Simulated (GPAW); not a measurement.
Crystal: Ti3Pt.

```
Pt Ti
1.0
     5.03000    0.00000    0.00000
     0.00000    5.03000    0.00000
     0.00000    0.00000    5.03000
Pt Ti
2 6
Direct
  0.50000 0.50000 0.50000
  0.00000 0.00000 0.00000
  0.00000 0.50000 0.25000
  0.00000 0.50000 0.75000
  0.50000 0.25000 0.00000
  0.75000 0.00000 0.50000
  0.50000 0.75000 0.00000
  0.25000 0.00000 0.50000
```

| Quantity | Value |
| --- | --- |
| Program | GPAW 26.7.0 |
| Task | relaxation of cell and atoms |
| Functional | PBEsol |
| Dispersion | D3 |
| Potentials or basis | PAW data sets generated in the run's folder for this functional |
| Cutoff | 600 eV |
| Basis | pw |
| k mesh | 5 × 5 × 5 |
| Occupations | fermi-dirac, width 0.05 eV |
| Spin | no spin polarisation |

At the start: pressure -11.4 GPa; volume 15.91 Å³/atom.

Where does the relaxation end?

Over 4 steps the energy falls by 37.0 meV/atom and the volume is 14.81 Å³/atom (-6.9 %); space group Pm-3n (No. 223, to 0.05 Å).

Step by step:
| step | energy change (eV) | largest force (eV/Å) | pressure (GPa) | volume (Å³) |
| --- | --- | --- | --- | --- |
| 1 | 0.0000 | 0.0000 | -11.35 | 127.26 |
| 2 | -0.0493 | 0.0000 | -10.55 | 126.50 |
| 3 | -0.2897 | 0.0000 | 1.23 | 117.62 |
| 4 | -0.2957 | 0.0000 | -0.10 | 118.46 |

Final structure:
```xyz
8
Lattice="4.9113 0.0000 0.0000 0.0000 4.9113 0.0000 0.0000 0.0000 4.9113" Properties=species:S:1:pos:R:3 pbc="T T T"
Pt    2.4556    2.4556    2.4556
Pt    0.0000    0.0000    0.0000
Ti    0.0000    2.4556    1.2278
Ti    0.0000    2.4556    3.6834
Ti    2.4556    1.2278    0.0000
Ti    3.6834    0.0000    2.4556
Ti    2.4556    3.6834    0.0000
Ti    1.2278    0.0000    2.4556
```

Caveat: later steps reuse the first step's grids; pairwise dispersion overbinds metals, which lowers pressure and volume.
